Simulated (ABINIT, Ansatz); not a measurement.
## AlN (P6_3mc): G0W0 on several meshes in ABINIT

Wanted: mesh dependence and cost of G0W0 for AlN (P6_3mc).

Method: PBE and many-body steps on it, plane waves, in ABINIT 10.8.3.

The database entry behind the starting cell differs from later determinations by our own check (inner coordinate u about 0.002 short), so it need not match the best structure at ambient conditions.

## Step 1: Set-up

It takes space group P6_3mc (No. 186, hexagonal). Conventional cell: a = 3.113 Å, b = 3.113 Å, c = 4.981 Å, α = 90.00°, β = 90.00°, γ = 120.00°. Al has 4 N at 1.89 Å nearest. Nearest to N lie 4 Al at 1.89 Å. Farther neighbours and most contacts between anions are not listed.

Structure file:

```cif
data_structure
_symmetry_space_group_name_H-M 'P 1'
_symmetry_Int_Tables_number 1
_cell_length_a 3.1130
_cell_length_b 3.1130
_cell_length_c 4.9810
_cell_angle_alpha 90.000
_cell_angle_beta 90.000
_cell_angle_gamma 120.000
_cell_volume 41.80
loop_
_atom_site_label
_atom_site_type_symbol
_atom_site_fract_x
_atom_site_fract_y
_atom_site_fract_z
_atom_site_occupancy
Al1 Al 0.33333 0.66667 0.00000 1
Al2 Al 0.66667 0.33333 0.50000 1
N3 N 0.33333 0.66667 0.38000 1
N4 N 0.66667 0.33333 0.88000 1
```

The cell and positions come from the Crystallography Open Database and are kept as given unless a step says otherwise.

## Step 2: Empty states on the mesh, 6×6×4 mesh, 559 bands

This step: ABINIT 10.8.3; DFT, PBE, plane waves, norm-conserving pseudopotentials.

The sums over transitions need many empty states on a uniform mesh; this step solves for them.

Input file run.abi:

```
acell 3*1.0 Angstrom
rprim 
  3.113000000011 -0.000000000003 0.000000000000
  -1.556500000003 2.695937081992 0.000000000000
  0.000000000000 0.000000000000 4.981000000000
ntypat 2
znucl 13 7
natom 4
typat 1 1 2 2
xred 
  0.333333333333 0.666666666667 0.000000000000
  0.666666666667 0.333333333333 0.500000000000
  0.333333333333 0.666666666667 0.380000000000
  0.666666666667 0.333333333333 0.880000000000
pp_dirpath "pseudos"
pseudos "Al.upf, N.upf"
ecut 36
ngkpt 6 6 4
nshiftk 1
shiftk 0 0 0
kptopt 1
chksymbreak 0
irdden 1
istwfk *1
nband 559
prtvol 0
optdriver 6
gwr_task "HDIAGO"
paral_kgb 0
occopt 1
indata_prefix "in"
outdata_prefix "out"
tmpdata_prefix "tmp"
```

On the command line:

```sh
OMP_NUM_THREADS=1 mpirun -n 4 abinit run.abi > log
```

The log of the run:

```text
.Version 10.8.3 of ABINIT. v10.8.2 released Aug 2026.

 Symmetries : space group P6_3 m c (#186); Bravais hP (primitive hexag.)
[... echo of the input left out ...]
== DATASET  1 ==================================================================
-   mpi_nproc: 4, omp_nthreads: 1 (-1 if OMP is not activated)

--- !DatasetInfo
iteration_state: {dtset: 1, }
dimensions: {natom: 4, nkpt: 21, mband: 559, nsppol: 1, nspinor: 1, nspden: 1, mpw: 2934, }
cutoff_energies: {ecut:  36.0, pawecutdg:  -1.0, }
[...]
Direct band gap semiconductor
 Fundamental gap:     4.220 (eV)
   VBM:     5.314 (eV) at k: [ 0.0000E+00,  0.0000E+00,  0.0000E+00]
   CBM:     9.535 (eV) at k: [ 0.0000E+00,  0.0000E+00,  0.0000E+00]
 Direct gap:         4.220 (eV) at k: [ 0.0000E+00,  0.0000E+00,  0.0000E+00]

== END DATASET(S) ==============================================================
================================================================================

 -outvars: echo values of variables after computation  --------
           etotal      0.0000000000E+00
            nband         559
             nkpt          21
          spgroup         186
 [... the other variables as echoed above ...]

 Calculation completed.
```

Wall time 1.9 min (4 MPI ranks of Arm Neoverse V1, shared host); peak memory 2.2 GiB; 7.6 min of CPU time.

Numbers from this step:

```yaml
gap: 4.220 eV
k_of_the_valence_top: 0, 0, 0
k_of_the_conduction_bottom: 0, 0, 0
least_direct_gap: 4.220 eV
k_points_computed: 21
lowest_point_of_the_top_converged_band_above_the_valence_top: 301.7899 eV
```

On this mesh the gap is 4.220 eV.

The density comes from a self-consistent run that is not shown.

## Step 3: Screening, 6×6×4 mesh, 229 bands, screening to 247.6 eV

The RPA dielectric matrix is built and inverted for each q.

This step: RPA screening on PBE, plane waves, norm-conserving pseudopotentials.

Edit run.abi of step 2 so:

```diff
@@ -22,10 +22,11 @@
 chksymbreak 0
-irdden 1
 istwfk *1
-nband 559
-prtvol 0
-optdriver 6
-gwr_task "HDIAGO"
-paral_kgb 0
 occopt 1
+irdwfk 1
+optdriver 3
+nband 229
+ecuteps 9.1
+inclvkb 2
+awtr 1
+symchi 1
 indata_prefix "in"
```

The log of the run:

```text
.Version 10.8.3 of ABINIT. v10.8.2 released Aug 2026.

 Symmetries : space group P6_3 m c (#186); Bravais hP (primitive hexag.)
[... echo of the input left out ...]
== DATASET  1 ==================================================================
-   mpi_nproc: 4, omp_nthreads: 1 (-1 if OMP is not activated)

--- !DatasetInfo
iteration_state: {dtset: 1, }
dimensions: {natom: 4, nkpt: 21, mband: 229, nsppol: 1, nspinor: 1, nspden: 1, mpw: 2934, }
cutoff_energies: {ecut:  36.0, pawecutdg:  -1.0, }
electrons: {nelect:   1.60000000E+01, charge:   0.00000000E+00, occopt:   1.00000000E+00, tsmear:   1.00000000E-02, }

 SCREENING: Calculation of the susceptibility and dielectric matrices

 Based on a program developped by R.W. Godby, V. Olevano, G. Onida, and L. Reining.
 Incorporated in ABINIT by V. Olevano, G.-M. Rignanese, and M. Torrent.
.Using double precision arithmetic ; gwpc =  8

[... cell and pseudopotentials left out ...]
--------------------------------------------------------------------------------

 ==== K-mesh for the wavefunctions ====
 Number of points in the irreducible wedge :    21
[... list of points left out ...]
 Together with 12 symmetry operations and time-reversal symmetry
 yields   144 points in the full Brillouin Zone.

 ==== Q-mesh for the screening function ====
 Number of points in the irreducible wedge :    21
[... list of points left out ...]
 Together with 12 symmetry operations and time-reversal symmetry
 yields   144 points in the full Brillouin Zone.

 setmesh: FFT mesh size selected  =    24x   24x   40
          total number of points  =        23040

 vcoul_init : cutoff-mode = AUXILIARY_FUNCTION
 q-points for optical limit:   1
     1)      0.000010    0.000020    0.000030

- screening: taking advantage of time-reversal symmetry
- Maximum band index for partially occupied states nbvw = 8
- Remaining bands to be divided among processors   nbcw = 221
- Number of bands treated by each node ~55

 Number of electrons calculated from density =   16.0000; Expected =   16.0000
 average of density, n =  0.056718
 r_s =    1.6146
 omega_plasma =   22.9728 [eV]

 calculating chi0 at frequencies [eV] :
  1    0.000000E+00    0.000000E+00
  2    0.000000E+00    2.297283E+01

--------------------------------------------------------------------------------
  q-point number  1        q = ( 0.000000, 0.000000, 0.000000) [r.l.u.]
--------------------------------------------------------------------------------
[... chi0 elements left out ...]
 For q-point:  0.000010 0.000020 0.000030
  dielectric constant =   4.2131
  dielectric constant without local fields =   4.6428

  Average fulfillment of the sum rule on Im[epsilon] for q-point    1 :     92.50  [%]
[... wings left out ...]
  q-point number  2        q = ( 0.166667, 0.000000, 0.000000) [r.l.u.]
--------------------------------------------------------------------------------
[... chi0 elements left out ...]
  Average fulfillment of the sum rule on Im[epsilon] for q-point    2 :     96.06  [%]

 [... 19 further q-points ...]
```

It took 7.4 min on 4 MPI ranks; peak memory 2.5 GiB.

Numbers from this step:

| Quantity | Value |
| --- | --- |
| ε∞ with local fields, on this mesh, along the program's q direction | 4.213 |
| the same without local fields | 4.643 |
| plasma frequency | 22.97 eV |
| plane waves in the screening matrix | 373 |

Local fields lower ε∞ by 9 %.

## Step 4: 6×6×4

The self-energy is evaluated for the states that the input lists, and the levels follow from it, in one-shot runs by the linearised quasiparticle equation.

This step: G0W0 on PBE, plane waves, norm-conserving pseudopotentials.

Edit run.abi of step 3 so:

```diff
@@ -25,8 +25,15 @@
 irdwfk 1
-optdriver 3
+optdriver 4
 nband 229
+gwcalctyp 0
+ecutsigx 36
+symsigma 1
+nkptgw 1
+kptgw 
+  0.0000000000 0.0000000000 0.0000000000
+bdgw 
+  6 10
 ecuteps 9.1
-inclvkb 2
-awtr 1
-symchi 1
+irdscr 1
+ppmodel 1
 indata_prefix "in"
```

The log of the run:

```text
.Version 10.8.3 of ABINIT. v10.8.2 released Aug 2026.

 Symmetries : space group P6_3 m c (#186); Bravais hP (primitive hexag.)
[... echo of the input left out ...]
== DATASET  1 ==================================================================
-   mpi_nproc: 4, omp_nthreads: 1 (-1 if OMP is not activated)

--- !DatasetInfo
iteration_state: {dtset: 1, }
dimensions: {natom: 4, nkpt: 21, mband: 229, nsppol: 1, nspinor: 1, nspden: 1, mpw: 2934, }
cutoff_energies: {ecut:  36.0, pawecutdg:  -1.0, }
electrons: {nelect:   1.60000000E+01, charge:   0.00000000E+00, occopt:   1.00000000E+00, tsmear:   1.00000000E-02, }

 SIGMA: Calculation of the GW corrections

 Based on a program developped by R.W. Godby, V. Olevano, G. Onida, and L. Reining.
 Incorporated in ABINIT by V. Olevano, G.-M. Rignanese, and M. Torrent.
.Using double precision arithmetic ; gwpc =  8

[... cell and pseudopotentials left out ...]
--------------------------------------------------------------------------------

 ==== K-mesh for the wavefunctions ====
 Number of points in the irreducible wedge :    21
[... list of points left out ...]
 Together with 12 symmetry operations and time-reversal symmetry
 yields   144 points in the full Brillouin Zone.

 ==== Q-mesh for screening function ====
 Number of points in the irreducible wedge :    21
[... list of points left out ...]
 Together with 12 symmetry operations and time-reversal symmetry
 yields   144 points in the full Brillouin Zone.

 vcoul_init : cutoff-mode = AUXILIARY_FUNCTION
 q-points for optical limit:   1
     1)      0.000010    0.000020    0.000030
 setmesh: FFT mesh size selected  =    27x   27x   54
          total number of points  =        39366

 Number of electrons calculated from density =   16.0000; Expected =   16.0000
 average of density, n =  0.056718
 r_s =    1.6146
 omega_plasma =   22.9728 [eV]

 === KS Band Gaps ===
  >>>> For spin  1
   Minimum direct gap =   4.2205 [eV], located at k-point      :   0.0000  0.0000  0.0000
   Fundamental gap    =   4.2205 [eV], Top of valence bands at :   0.0000  0.0000  0.0000
                                       Bottom of conduction at :   0.0000  0.0000  0.0000
 SIGMA fundamental parameters:
 PLASMON POLE MODEL  1
 number of plane-waves for SigmaX                 2863
 number of plane-waves for SigmaC and W            373
 number of plane-waves for wavefunctions          2863
 number of bands                                   229
 number of independent spin polarizations            1
 number of spinorial components                      1
 number of k-points in IBZ                          21
 number of q-points in IBZ                          21
 number of symmetry operations                      12
 number of k-points in BZ                          144
 number of q-points in BZ                          144
 number of frequencies for dSigma/dE                 9
 frequency step for dSigma/dE [eV]                0.25
 number of omega for Sigma on real axis              0
 max omega for Sigma on real axis  [eV]           0.00
 zcut for avoiding poles [eV]                     0.10

 EPSILON^-1 parameters (SCR file):
 dimension of the eps^-1 matrix on file            373
 dimension of the eps^-1 matrix used               373
 number of plane-waves for wavefunctions          2863
 number of bands                                   229
 number of q-points in IBZ                          21
 number of frequencies                               2
 number of real frequencies                          1
 number of imag frequencies                          1

 matrix elements of self-energy operator (all in [eV])

 Perturbative Calculation

--- !SelfEnergy_ee
iteration_state: {dtset: 1, }
kpoint     : [   0.000,    0.000,    0.000, ]
spin       : 1
KS_gap     :    4.220
QP_gap     :    5.629
Delta_QP_KS:    1.408
data: !SigmaeeData |
     Band     E0 <VxcDFT>   SigX SigC(E0)      Z dSigC/dE  Sig(E)    E-E0       E
        6   5.135 -16.968 -20.992   2.883   0.786  -0.272 -17.865  -0.897   4.237
        7   5.135 -16.968 -20.992   2.883   0.786  -0.272 -17.865  -0.897   4.237
        8   5.314 -17.078 -21.024   2.845   0.786  -0.272 -17.944  -0.866   4.448
        9   9.535 -12.527  -8.048  -3.815   0.817  -0.224 -11.985   0.542  10.077
       10  11.990 -10.836  -5.799  -4.320   0.826  -0.210 -10.244   0.592  12.582

== END DATASET(S) ==============================================================
================================================================================

 -outvars: echo values of variables after computation  --------
           etotal      0.0000000000E+00
            nband         229
             nkpt          21
          spgroup         186
 [... the other variables as echoed above ...]

 Calculation completed.
```

Wall time 43 s (4 MPI ranks); peak memory 2.9 GiB.

Numbers from this step:

```
G0W0 gap on the points computed              : 5.629 eV
starting gap on the mesh                     : 4.220 eV
k of the valence top                         : 0, 0, 0
k of the conduction bottom                   : 0, 0, 0
Z at the valence top                         : 0.786
Z at the conduction bottom                   : 0.817
least direct G0W0 gap on the computed points : 5.629 eV
```

The gap on the mesh goes from 4.22 eV to 5.63 eV, a correction of +1.41 eV.

## Step 5: Empty states on the mesh, 3×3×2 mesh, 237 bands

This step: DFT, PBE, plane waves, norm-conserving pseudopotentials.

Edit run.abi of step 4 so:

```diff
@@ -17,3 +17,3 @@
 ecut 36
-ngkpt 6 6 4
+ngkpt 3 3 2
 nshiftk 1
@@ -22,18 +22,10 @@
 chksymbreak 0
+irdden 1
 istwfk *1
+nband 237
+prtvol 0
+optdriver 6
+gwr_task "HDIAGO"
+paral_kgb 0
 occopt 1
-irdwfk 1
-optdriver 4
-nband 229
-gwcalctyp 0
-ecutsigx 36
-symsigma 1
-nkptgw 1
-kptgw 
-  0.0000000000 0.0000000000 0.0000000000
-bdgw 
-  6 10
-ecuteps 9.1
-irdscr 1
-ppmodel 1
 indata_prefix "in"
```

The log of the run:

```text
[banner, memory and clock lines left out]
.Version 10.8.3 of ABINIT. v10.8.2 released Aug 2026.

 Symmetries : space group P6_3 m c (#186); Bravais hP (primitive hexag.)
[... echo of the input left out ...]
== DATASET  1 ==================================================================
-   mpi_nproc: 4, omp_nthreads: 1 (-1 if OMP is not activated)

--- !DatasetInfo
iteration_state: {dtset: 1, }
dimensions: {natom: 4, nkpt: 6, mband: 237, nsppol: 1, nspinor: 1, nspden: 1, mpw: 2934, }
cutoff_energies: {ecut:  36.0, pawecutdg:  -1.0, }
[...]
Integrated=    1.6000E+01

 === KS gaps after direct diagonalization ===
 Direct band gap semiconductor
 Fundamental gap:     4.220 (eV)
   VBM:     5.314 (eV) at k: [ 0.0000E+00,  0.0000E+00,  0.0000E+00]
   CBM:     9.535 (eV) at k: [ 0.0000E+00,  0.0000E+00,  0.0000E+00]
 Direct gap:         4.220 (eV) at k: [ 0.0000E+00,  0.0000E+00,  0.0000E+00]

== END DATASET(S) ==============================================================

 -outvars: echo values of variables after computation  --------
           etotal      0.0000000000E+00
            nband         237
             nkpt           6
          spgroup         186
 [... the other variables as echoed above ...]

 Calculation completed.
```

Elapsed: 37 s, on 4 MPI ranks; peak memory 2.1 GiB.

Numbers from this step:

```yaml
gap: 4.220 eV
k_of_the_valence_top: 0, 0, 0
k_of_the_conduction_bottom: 0, 0, 0
least_direct_gap: 4.220 eV
k_points_computed: 6
lowest_point_of_the_top_converged_band_above_the_valence_top: 158.5936 eV
```

On this mesh the gap is 4.220 eV.

[end of part 1 of 2]

[Paths, hosts, dates, memory and timing lines, banners, echoed tables and standing remarks are left out of the program output.]

[Logs are printed without paths, hosts, clocks, repeated set-up lines and the standing remarks that a program may print on its own settings, such as how far it seeks lower states.]

[Runs of the session that timed out or met a known fault of the program may be left out.]

[Hosts, paths, dates, database ids (printed as entryN), source tags and the programs' standing remarks are cut or masked in the printed files.]

[G0W0 gaps are taken among the corrected bands and points alone; a level outside them can change the order at an edge.]

[Where Ansatz stands beside ABINIT at settings called matched, ABINIT's density can come from a denser mesh and the files from another edition; pairs whose starting gaps differed by over 0.03 eV were left out, so agreement reads better than it is.]
